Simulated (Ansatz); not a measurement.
FePt (Tetraferroplatinum), 2 atoms in the cell. It takes space group P4/mmm (No. 123, tetragonal). Conventional cell: a = 2.724 Å, b = 2.724 Å, c = 3.720 Å, α = 90.00°, β = 90.00°, γ = 90.00°. Pt (site symmetry 4/mmm) has 8 Fe at 2.68 Å and 4 Pt at 2.72 Å as nearest neighbours. Fe (site symmetry 4/mmm) has 8 Pt at 2.68 Å and 4 Fe at 2.72 Å as nearest neighbours. 

```yaml
Program: Ansatz 0.2.0
Task: single point
Functional: PBEsol
Potentials_or_basis: all-electron LAPW, scalar-relativistic
Cutoff: 282 eV (chosen from the basis error)
Basis_error_allowed: 0.001 eV/atom
k_mesh: 10 × 10 × 7
Occupations: fermi-dirac, width 0.05 eV
Spin: collinear spin, ferromagnetic start
Starting_moments: "[0.0, 3.0] μB"
```

Potentials or basis: all-electron LAPW, scalar-relativistic.

The run is started by

```console
$ ansatz run input.yaml --threads 2 --pin off --max-ram 6144MiB --backend cpu --events-out ev --progress --plain --runs-dir out
```

Hardware: 2 threads of Intel(R) Xeon(R) Processor @ 2.50GHz (Skylake/Cascade Lake), with other jobs on the host.

Question: Estimate the wall time of this run.

Answer: It took 100 s on 2 threads of Intel(R) Xeon(R) Processor @ 2.50GHz (Skylake/Cascade Lake) (shared host), peak memory 0.73 GiB. Counts: scf iterations 14, plane waves 311, k points 84, bands 37.
